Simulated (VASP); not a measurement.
Sb, 2 atoms in the cell. Symmetry: R-3m, No. 166, trigonal system. The conventional cell has a = 4.308 Å, b = 4.308 Å, c = 11.274 Å, α = 90.00°, β = 90.00°, γ = 120.00°. Sb (site symmetry 3m) is surrounded by 3 Sb at 2.91 Å. 

```yaml
Program: VASP 6.6.1
Task: relaxation of cell and atoms
Functional: PBE
Potentials_or_basis: VASP PAW PBE potentials, release 64 (Sb)
Cutoff: 300 eV
k_mesh: 6 × 6 × 5
Occupations: methfessel-paxton, width 0.1 eV
Spin: no spin polarisation
Further_INCAR_settings: ALGO = Normal; EDIFF = 1e-06; IBRION = 2; EDIFFG = -0.01; NSW = 90; ISIF = 3
```

Potentials or basis: VASP PAW PBE potentials, release 64 (Sb).

Command:

```console
$ cat potpaw_PBE.64/Sb/POTCAR > POTCAR
$ mpirun -np 1 vasp_std > vasp.out
```

Hardware: 1 thread of Intel(R) Xeon(R) Platinum 8488C (Sapphire Rapids) (shared host).

Question: Estimate the wall time of this run.

Answer: Run time: 38 s on 1 thread of Intel(R) Xeon(R) Platinum 8488C (Sapphire Rapids) (shared host), peak memory 0.16 GiB. Counts: scf iterations 45, k points 55, ion steps 8.
